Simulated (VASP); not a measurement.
# BN (P6_3/mmc) in VASP: band structure with PBEsol

Aim: the band structure of BN with PBEsol.

Program: VASP 6.6.1. These are calculated values, not measurements. Logs are shortened: lines on timing, memory, paths and dates and some standing lists are left out, and cuts for length are marked.

## Step 1: Starting point

The structure is hexagonal, space group P6_3/mmc (No. 194). The conventional cell has a = 2.506 Å, b = 2.506 Å, c = 6.936 Å, α = 90.00°, β = 90.00°, γ = 120.00°. B (site symmetry -6m2) has 3 N at 1.45 Å as nearest neighbours. N (site symmetry -6m2) is surrounded by 3 B at 1.45 Å.

## Step 2: Band structure, PBEsol

File POSCAR:

```
BN                                      
1.0
    2.5056037844     -0.0000000000      0.0000000000
   -1.2528018922      2.1699165243     -0.0000000000
    0.0000000000     -0.0000000000      6.9362683095
  B               N             
     2     2
Direct
     0.3333333300000021    0.6666666699999979    0.2500000000000000
     0.6666666699999979    0.3333333300000021    0.7500000000000000
     0.3333333300000021    0.6666666699999979    0.7500000000000000
     0.6666666699999979    0.3333333300000021    0.2500000000000000
```

File INCAR.step1:

```
PREC = Accurate
ENCUT = 520
EDIFF = 1E-7
ISMEAR = 0
SIGMA = 0.02
LREAL = F
LASPH = T
NELM = 100
ALGO = Normal
ISIF = 2
LWAVE = F
LCHARG = T
GGA = PS
```

File KPOINTS.step1:

```
regular mesh
0
Gamma
  15 15 6
```

File INCAR.step2:

```
PREC = Accurate
ENCUT = 520
EDIFF = 1E-7
ISMEAR = 0
SIGMA = 0.05
LREAL = F
LASPH = T
NELM = 100
ALGO = Normal
ISIF = 2
LWAVE = F
LCHARG = F
GGA = PS
ICHARG = 11
```

File KPOINTS.step2:

```
path GMKGALHA,LM,KH
15
line-mode
reciprocal
 0.0000000000  0.0000000000  0.0000000000  G
 0.5000000000  0.0000000000  0.0000000000  M

 0.5000000000  0.0000000000  0.0000000000  M
 0.3333333333  0.3333333333  0.0000000000  K

 0.3333333333  0.3333333333  0.0000000000  K
 0.0000000000  0.0000000000  0.0000000000  G

 0.0000000000  0.0000000000  0.0000000000  G
 0.0000000000  0.0000000000  0.5000000000  A

 0.0000000000  0.0000000000  0.5000000000  A
 0.5000000000  0.0000000000  0.5000000000  L

 0.5000000000  0.0000000000  0.5000000000  L
 0.3333333333  0.3333333333  0.5000000000  H

 0.3333333333  0.3333333333  0.5000000000  H
 0.0000000000  0.0000000000  0.5000000000  A

 0.5000000000  0.0000000000  0.5000000000  L
 0.5000000000  0.0000000000  0.0000000000  M

 0.3333333333  0.3333333333  0.0000000000  K
 0.3333333333  0.3333333333  0.5000000000  H
```

Potentials or basis: VASP PAW PBE potentials, release 64 (B, N).

On the command line:

```
cat potpaw_PBE.64/B/POTCAR potpaw_PBE.64/N/POTCAR > POTCAR
cp INCAR.step1 INCAR
cp KPOINTS.step1 KPOINTS
mpirun -np 1 vasp_std > vasp.out
cp INCAR.step2 INCAR
cp KPOINTS.step2 KPOINTS
mpirun -np 1 vasp_std > vasp.out
```

OUTCAR:

```text
PREC = Accurate
   ENCUT = 520
   EDIFF = 1E-7
   ISMEAR = 0
   LREAL = F
   LASPH = T
   NELM = 100
   ISIF = 2
   GGA = PS
   ICHARG = 11

 ion  position               nearest neighbor table
   1  0.333  0.667  0.250-   4 1.45   4 1.45   4 1.45
   2  0.667  0.333  0.750-   3 1.45   3 1.45   3 1.45
   3  0.333  0.667  0.750-   2 1.45   2 1.45   2 1.45
   4  0.667  0.333  0.250-   1 1.45   1 1.45   1 1.45

  LATTYP: Found a hexagonal cell.
 ALAT       =     2.5056037844
 C/A-ratio  =     2.7683021365

  Lattice vectors:

 A1 = (   2.5056037844,   0.0000000000,   0.0000000000)
 A2 = (  -1.2528018922,   2.1699165243,   0.0000000000)
 A3 = (   0.0000000000,   0.0000000000,   6.9362683095)

Analysis of symmetry for initial positions (statically):
=====================================================================
 Subroutine PRICEL returns:
 Original cell was already a primitive cell.

 Routine SETGRP: Setting up the symmetry group for a
 hexagonal supercell.

 Subroutine GETGRP returns: Found 24 space group operations
 (whereof 12 operations were pure point group operations)
 out of a pool of 24 trial point group operations.

The static configuration has the point symmetry D_3d.
 The point group associated with its full space group is D_6h.

Analysis of symmetry for dynamics (positions and initial velocities):
=====================================================================
 Subroutine PRICEL returns:
 Original cell was already a primitive cell.

 Routine SETGRP: Setting up the symmetry group for a
 hexagonal supercell.

 Subroutine GETGRP returns: Found 24 space group operations
 (whereof 12 operations were pure point group operations)
 out of a pool of 24 trial point group operations.

The dynamic configuration has the point symmetry D_3d.
 The point group associated with its full space group is D_6h.

 Subroutine INISYM returns: Found 24 space group operations
 (whereof 12 operations are pure point group operations),
 and found     1 'primitive' translations

----------------------------------------------------------------------------------------

                                     Primitive cell

  volume of cell :      37.7122

[... 92 lines left out ...]
   ISYM   =      2    0-nonsym 1-usesym 2-fastsym
   POTIM  = 0.5000    time-step for ionic-motion
   TEBEG  =    0.0;   TEEND  =   0.0 temperature during run
   PSTRESS=    0.0 pullay stress
   NELECT =      16.0000    total number of electrons
   NUPDOWN=      -1.0000    fix difference up-down
   EMIN   =  10.00;   EMAX   =-10.00  energy-range for DOS
   EFERMI =   0.00;   METHOD = LEGACY
   ISMEAR =     0;   SIGMA  =   0.05  broadening in eV -4-tet -1-fermi 0-gaus
   EFERMI_NEDOS =   21; number of points for ismear=-14 and -15
   IALGO  =     38    algorithm
   IMIX   =      4    mixing-type and parameters
     AMIX     =   0.40;   BMIX     =  1.00
     AMIX_MAG =   1.60;   BMIX_MAG =  1.00
  volume/ion in A,a.u.               =       9.43        63.62
  Fermi-wavevector in a.u.,A,eV,Ry     =   1.230140  2.324627 20.588926  1.513243
  Thomas-Fermi vector in A             =   2.365000
   LORBIT       =      0    0 simple, 1 ext, 2 COOP (PROOUT), +10 PAW based schemes
   GGA     = PS    functional components
   LHFCALC =     F    Hartree Fock is set to
   AEXX    =    0.0000 exact exchange contribution
   IVDW    =     0    specifies the selected vdW correction
   LEPSILON=     F    determine dielectric tensor
   LRPA    =     F    only Hartree local field effects (RPA)
 non-spin polarized calculation
 Gauss-broadening in eV      SIGMA  =   0.05
  energy-cutoff  :      520.00
  volume of cell :       37.71
 maximum number of plane-waves:      1052
 NGX is ok and might be reduce to    20

 number of electron      15.9999999 magnetization

 Free energy of the ion-electron system (eV)
  ---------------------------------------------------
  ext. energy  EPLUGINS =         0.00000000
  ---------------------------------------------------
  free energy    TOTEN  =       -34.52791152 eV

  energy without entropy =      -34.52791152  energy(sigma->0) =      -34.52791152

 E-fermi :   2.1023     XC(G=0): -10.0043

 val. band max:        1.8718748078   @ k =   0.3095   0.3095   0.0000
 cond. band min:       6.0771380306   @ k =   0.5000   0.0000   0.0000
 fundamental gap:      4.2052632228
 Fermi energy:         2.1023234645

 k-point     1 :       0.0000    0.0000    0.0000
  band No.  band energies     occupation
      1     -15.8686      2.00000
      2     -15.6522      2.00000
      3      -4.2587      2.00000
      4      -2.5017      2.00000
      5       0.5320      2.00000
      6       0.5320      2.00000
      7       0.5561      2.00000
      8       0.5561      2.00000
      9       6.6603      0.00000
     10      11.4933      0.00000
     11      13.3461      0.00000
     12      13.3848      0.00000
[... 331 lines left out ...]
 k-point    24 :       0.4048    0.1905    0.0000
  band No.  band energies     occupation
      1     -12.3599      2.00000
      2     -12.3195      2.00000
      3      -6.6636      2.00000
      4      -6.6021      2.00000
      5      -3.9578      2.00000
      6      -3.9065      2.00000
      7       1.0499      2.00000
      8       1.6755      2.00000
      9       6.3523      0.00000
     10       7.0536      0.00000
     11      13.2707      0.00000
     12      13.9045      0.00000

 [... further k-points ...]

------------------------ aborting loop because EDIFF is reached ----------------------------------------

  FORCE on cell =-STRESS in cart. coord.  units (eV):
  Direction    XX          YY          ZZ          XY          YZ          ZX
  --------------------------------------------------------------------------------------
  -------------------------------------------------------------------------------------
  Total        5.5363759      5.5363759      4.0742307      0.0000000      0.0000000      0.0000000
  in kB      235.2094929    235.2094919    173.0911615      0.0000000      0.0000000      0.0000000
  external PRESSURE =     214.5033821 kB  Pullay stress =       0.0000000 kB

 VOLUME and BASIS-vectors are now :
 -----------------------------------------------------------------------------
  energy-cutoff  :      520.00
  volume of cell :       37.71
      direct lattice vectors                 reciprocal lattice vectors
     2.505603784  0.000000000  0.000000000     0.399105400  0.230423610  0.000000000
    -1.252801892  2.169916524  0.000000000     0.000000000  0.460847221  0.000000000
     0.000000000  0.000000000  6.936268309     0.000000000  0.000000000  0.144169740

 POSITION                                       TOTAL-FORCE (eV/Angst)
 -----------------------------------------------------------------------------------
     -0.00000      1.44661      1.73407         0.000000      0.000000      0.000000
      1.25280      0.72331      5.20220         0.000000     -0.000000      0.000000
     -0.00000      1.44661      5.20220        -0.000000      0.000000      0.000000
      1.25280      0.72331      1.73407        -0.000000      0.000000      0.000000
 -----------------------------------------------------------------------------------
    total drift:                               -0.000002      0.000001      0.000000

  FREE ENERGIE OF THE ION-ELECTRON SYSTEM (eV)
  ---------------------------------------------------
  free  energy   TOTEN  =       -34.5279115188 eV

  energy  without entropy=      -34.5279115188  energy(sigma->0) =      -34.52791152
```

OUTCAR.step1:

```text
PREC = Accurate
   ENCUT = 520
   EDIFF = 1E-7
   ISMEAR = 0
   LREAL = F
[... 593 lines left out ...]
     -0.00000      1.44661      1.73407        -0.000000      0.000000      0.000000
      1.25280      0.72331      5.20220         0.000000     -0.000000      0.000000
     -0.00000      1.44661      5.20220         0.000000      0.000000      0.000000
      1.25280      0.72331      1.73407        -0.000000     -0.000000      0.000000
 -----------------------------------------------------------------------------------
    total drift:                               -0.000002      0.000001      0.000000

  FREE ENERGIE OF THE ION-ELECTRON SYSTEM (eV)
  ---------------------------------------------------
  free  energy   TOTEN  =       -36.5706259456 eV

  energy  without entropy=      -36.5706259456  energy(sigma->0) =      -36.57062595
```

OSZICAR.step1:

```text
N       E                     dE             d eps       ncg     rms          rms(c)
DAV:   1     0.642923579740E+02    0.64292E+02   -0.82859E+03  2624   0.122E+03
DAV:   2    -0.354684807172E+02   -0.99761E+02   -0.90726E+02  3828   0.263E+02
DAV:   3    -0.399944893120E+02   -0.45260E+01   -0.44916E+01  3248   0.587E+01
DAV:   4    -0.400425866646E+02   -0.48097E-01   -0.48068E-01  3264   0.660E+00
DAV:   5    -0.400433260280E+02   -0.73936E-03   -0.73926E-03  3304   0.811E-01    0.110E+01
DAV:   6    -0.369665232593E+02    0.30768E+01   -0.76060E+00  3020   0.224E+01    0.506E+00
DAV:   7    -0.366616426863E+02    0.30488E+00   -0.45319E-01  3244   0.586E+00    0.307E+00
DAV:   8    -0.365723293170E+02    0.89313E-01   -0.27837E-01  3152   0.402E+00    0.392E-01
DAV:   9    -0.365697157979E+02    0.26135E-02   -0.11284E-02  3076   0.936E-01    0.170E-01
DAV:  10    -0.365705204319E+02   -0.80463E-03   -0.10637E-03  3160   0.279E-01    0.353E-02
DAV:  11    -0.365706249440E+02   -0.10451E-03   -0.13990E-04  3276   0.104E-01    0.229E-02
DAV:  12    -0.365706256332E+02   -0.68926E-06   -0.35823E-05  3076   0.512E-02    0.296E-03
DAV:  13    -0.365706258674E+02   -0.23420E-06   -0.13083E-06  3276   0.104E-02    0.128E-03
DAV:  14    -0.365706259456E+02   -0.78204E-07   -0.12866E-07  2756   0.298E-03
   1 F= -.36570626E+02 E0= -.36570626E+02  d E =-.501896E-26
```

It took 35 s on 1 thread of Intel Xeon 6975P-C (Granite Rapids), shared host; peak memory 0.18 GiB.

What came out:

| Quantity | Value |
| --- | --- |
| Band gap on the k mesh | 4.28 eV, indirect (least direct gap 4.59 eV) |
| Band gap along the path | 4.21 eV, indirect (least direct gap 4.59 eV) |

Levels at the corners of the path, in eV from the valence-band top:
```csv
point,band 4,band 5,band 6,band 7,band 8,band 9,band 10,band 11,band 12
Γ,-4.37,-1.34,-1.34,-1.32,-1.32,4.79,9.62,11.47,11.51
M,-8.89,-4.16,-4.11,-1.37,-0.56,4.21,5.38,9.37,9.87
M,-8.89,-4.16,-4.11,-1.37,-0.56,4.21,5.38,9.37,9.87
K,-7.91,-7.15,-7.15,-0.08,-0.08,4.70,4.70,10.64,13.01
K,-7.91,-7.15,-7.15,-0.08,-0.08,4.70,4.70,10.64,13.01
Γ,-4.37,-1.34,-1.34,-1.32,-1.32,4.79,9.62,11.48,11.51
Γ,-4.37,-1.34,-1.34,-1.32,-1.32,4.79,9.62,11.48,11.51
A,-5.35,-1.33,-1.33,-1.33,-1.33,6.95,6.95,11.52,11.52
A,-5.35,-1.33,-1.33,-1.33,-1.33,6.95,6.95,11.52,11.52
L,-8.92,-4.14,-4.14,-0.95,-0.95,4.63,4.63,9.77,9.77
L,-8.92,-4.14,-4.14,-0.95,-0.95,4.63,4.63,9.77,9.77
H,-7.96,-7.16,-7.16,-0.03,-0.03,4.56,4.56,11.75,11.75
H,-7.96,-7.16,-7.16,-0.03,-0.03,4.56,4.56,11.75,11.75
A,-5.35,-1.33,-1.33,-1.33,-1.33,6.95,6.95,11.52,11.52
L,-8.92,-4.14,-4.14,-0.95,-0.95,4.63,4.63,9.77,9.77
M,-8.89,-4.16,-4.11,-1.37,-0.56,4.21,5.38,9.37,9.87
K,-7.91,-7.15,-7.15,-0.08,-0.08,4.70,4.70,10.64,13.01
H,-7.96,-7.16,-7.16,-0.03,-0.03,4.56,4.56,11.75,11.75
```

Caveat: the log is that of the step along the path at fixed density, whose energy, stress, charges and moments have no meaning; the PAW data sets were made with another functional, which shifts forces and pressure a little; this functional lacks dispersion, which binds the layers, so the pressure and a relaxed spacing across them are unreliable. Expect the measured gap to be larger: semilocal functionals such as PBEsol lack the derivative discontinuity.
